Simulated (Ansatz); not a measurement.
# diamond against fcc along group 4

Level of theory: DFT, r2SCAN, plane waves (500 eV) with PAW, scalar-relativistic (Ansatz). (PAW data from PBE, frozen cores regenerated.)

Each structure is relaxed within its symmetry, in the lowest magnetic state of the tried starts. Differences under about 8 meV lie within the error of the k-point mesh.

| element | E(diamond) − E(fcc) (meV/atom) | V(diamond) (Å³/atom) | V(fcc) (Å³/atom) | state of diamond | state of fcc |
| --- | --- | --- | --- | --- | --- |
| Ti | 1841 | 28.62 | 17.39 | ferromagnetic | spin not included |
| Zr | 2294 | 36.92 | 23.24 | ferromagnetic | non-magnetic |
| Hf | 2898 | 33.85 | 22.46 | spin not included | spin not included |
